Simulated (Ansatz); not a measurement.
Input of an Ansatz 0.2.0 run:

File input.yaml:

```yaml
crystal:
  lattice:
    - [4.12095, 0.0, 0.0]
    - [-2.06047, 3.56885, 0.0]
    - [0.0, 0.0, 2.65479]
  atoms:
    - { symbol: Si, position: [0.33333, 0.66667, 0.5] }
    - { symbol: Si, position: [0.66667, 0.33333, 0.5] }
hamiltonian:
  xc: pbe
  pseudopotentials: { kind: paw }
kpoints:
  mp_grid: { grid: [8, 8, 10] }
scf:
  occupations: { method: gaussian, width: 0.012 }
output:
  forces: true
  stress: true
  eigenvalues: true
```

Potentials or basis: Ansatz PAW.

Command:

```console
$ ansatz run input.yaml --threads 2 --pin off --max-ram 5632MiB --backend cpu --events-out ev --progress --plain --runs-dir out
```

(1) Estimate the pressure.

(2) Estimate the band gap on the k mesh.

Results:

(1) 0.0 GPa.

(2) none (metal or under the smearing width).
